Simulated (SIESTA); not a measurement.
Runs of SIESTA 5.4.2 on FeO (Wuestite). Symmetry: Fm-3m, No. 225, cubic system. The conventional cell has a = 4.311 Å, b = 4.311 Å, c = 4.311 Å, α = 90.00°, β = 90.00°, γ = 90.00°. Fe (site symmetry m-3m) is surrounded by 6 O at 2.16 Å. O (site symmetry m-3m) is surrounded by 6 Fe at 2.16 Å. 

```csv
level,gap on the mesh (eV),pressure (GPa),moment (μB)
optB88-vdW,none,(a),4.00
vdW-DF-cx,none,-5.8,4.00
vdW-DF,none,(b),4.00
VV10,none,2.8,4.00
vdW-DF2,none,13.2,4.00
vdW-DF-C09,none,-7.1,4.00
```

Alike in all rows: task single point; potentials or basis PseudoDojo 0.4 standard (PBE files), DZP (energy shift 0.003 Ry; two zetas on semicore shells); spin collinear, ferromagnetic start; cell as given; k mesh 8 × 8 × 8; smearing fermi-dirac 0.05 eV; grid cutoff 800 Ry; energy shift 0.003 Ry.

Problem. Fill in the values left out.

Solution. (a) -0.8; (b) 8.0.

Caveats: short orbitals over semicore shells can move pressures by several GPa; the potentials were made for another functional, which shifts forces and pressure; the basis of atomic orbitals isn't converged, which shifts pressures, moduli and gaps; a cell with one magnetic atom can't hold antiferromagnetic order, which such compounds often take; semilocal functionals often make such compounds metallic where correlation or magnetic order opens a gap, which also shifts bond lengths; the non-local part is tabulated coarsely and may be off by about a percent (some runs).

A gap of «none» marks a metal or a gap under the smearing width.

Runs at the PBE level aren't shown here.
